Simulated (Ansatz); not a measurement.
Relaxed sheet of P (a trial structure of the honeycomb type), cell area A = 9.170 Å²:

```yaml
crystal:
  lattice:
    - [3.25406, 0.00000, 0.00000]
    - [-1.62703, 2.81809, 0.00000]
    - [0.00000, 0.00000, 28.00000]
  periodic: [true, true, false]
  atoms:
    - { symbol: P, position: [0.33333, 0.66667, 0.52224] }
    - { symbol: P, position: [0.66667, 0.33333, 0.47776] }
```

Level of theory: Ansatz, DFT PBE+D3(BJ), scalar-relativistic, plane waves, PAW. Plane waves to 420 eV, a k mesh through Γ of 9×9×1 on the computed 2-atom cell and Gaussian smearing (0.02 eV); no spin polarisation. No periodic images along c.

Under biaxial strain, atoms relaxed, stress positive in compression; ΔE is the free energy at this smearing, of which the stress is the derivative:

```csv
strain (%),σxx (N/m),σyy (N/m),ΔE (meV/cell),thickness (Å)
-2,1.942,1.942,21.34,1.260
+2,-1.630,-1.630,19.51,1.231
```

(1) Which in-plane elastic constants follow from the stresses?

(2) Do the energies agree?

(3) The unstrained thickness between the outer atoms is 1.245 Å. How does it respond?

Answers

(1) With εxx = εyy = ε the tension along x is (C11 + C12)ε. The central difference gives C11 + C12 = (1.942 − (-1.630))/0.04 = 89.3 N/m and C22 + C12 = 89.3 N/m. The layer modulus for a change of area, (C11 + C22 + 2C12)/4, is 44.6 N/m.

(2) The second difference [ΔE(−ε) + ΔE(+ε)]/(A·ε²) = (21.34 + 19.51) meV/(9.170 Å² × 0.0004) × 16.02 N/m per eV/Å² = 178.4 N/m should equal C11 + C22 + 2C12 = 178.6 N/m; they differ by 0.1 %, so the two routes agree. The stress in compression and in tension differ in size because of the third-order constants.

(3) d ln t/dε = (1.231 − 1.260)/(1.245 × 0.04) = -0.58: the sheet thins as it is stretched, as its bonds turn towards the plane.

The sheet resists a change of area through both bond stretching and the opening of its pyramidal bond angles. The thickness response of -0.58 shows that rotation of the bonds is only part of the mechanism: with rigid bonds, this geometry would flatten several times faster, so the P–P bonds must also lengthen appreciably under tension. The likely reason is the electronic structure of three-coordinate phosphorus, whose three σ bonds and lone pair favour a pyramid. Flattening pushes the lone pair towards pure p character and loses its s stabilisation, which makes angle opening costly. The absence of strong π bonding, together with long single bonds, also explains why such a layer is much softer in-plane than graphene. The larger stress in compression reflects the usual anharmonicity, with repulsion steepening as the atoms approach. The equality of σxx and σyy follows from the threefold symmetry and is no independent test of the elastic response. Equal biaxial strain fixes only the sum C11 + C12, leaving the shear stiffness, Young's modulus and in-plane Poisson ratio undetermined.
